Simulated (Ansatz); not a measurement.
The system is GaN.

```
CELL_PARAMETERS angstrom
3.18000 0.00000 0.00000
-1.59000 2.75396 0.00000
0.00000 0.00000 5.16600
ATOMIC_POSITIONS crystal
Ga 0.66667 0.33333 0.50000
Ga 0.33333 0.66667 0.00000
N 0.66667 0.33333 0.87500
N 0.33333 0.66667 0.37500
```

| Item | Value |
| --- | --- |
| Program | Ansatz 0.2.0 |
| Task | relaxation of cell and atoms |
| Functional | revPBE |
| Potentials or basis | Ansatz PAW |
| Cutoff | 420 eV (not typed: the program's choice for these potentials) |
| k mesh | 10 × 10 × 5 |
| Occupations | fermi-dirac, width 0.05 eV |
| Spin | no spin polarisation |

At the start: volume 11.31 Å³/atom.

Task: How do energy, volume and symmetry change on relaxing?

Result: It ends after 8 steps and the volume is 11.96 Å³/atom (+5.7 %); space group P6_3mc (No. 186, to 0.05 Å).

The path:
```tsv
step	energy change (eV)	largest force (eV/Å)	volume (Å³)
1	0.0000	0.1409	45.24
2	-0.0614	0.0997	46.71
3	-0.0722	0.0475	47.68
4	-0.0723	0.0097	47.76
5	-0.0722	0.0002	47.76
6	-0.0816	0.0003	47.76
7	-0.0815	0.0000	47.84
8	-0.0816	0.0000	47.84
```

Final structure:
```cif
data_structure
_symmetry_space_group_name_H-M 'P 1'
_symmetry_Int_Tables_number 1
_cell_length_a 3.2370
_cell_length_b 3.2370
_cell_length_c 5.2717
_cell_angle_alpha 90.000
_cell_angle_beta 90.000
_cell_angle_gamma 120.000
_cell_volume 47.84
loop_
_atom_site_label
_atom_site_type_symbol
_atom_site_fract_x
_atom_site_fract_y
_atom_site_fract_z
_atom_site_occupancy
Ga1 Ga 0.66667 0.33333 0.49907 1
Ga2 Ga 0.33333 0.66667 0.99907 1
N1 N 0.66667 0.33333 0.87593 1
N2 N 0.33333 0.66667 0.37593 1
```

Caveat: the plane-wave basis is chosen anew once the cell has moved, so the energies of steps on either side of that aren't comparable; the pressure holds a Pulay correction of +0.5 GPa for the finite cutoff; the PAW data sets come from PBE, with cores solved anew for the run's functional, which leaves a small shift of forces and pressure.
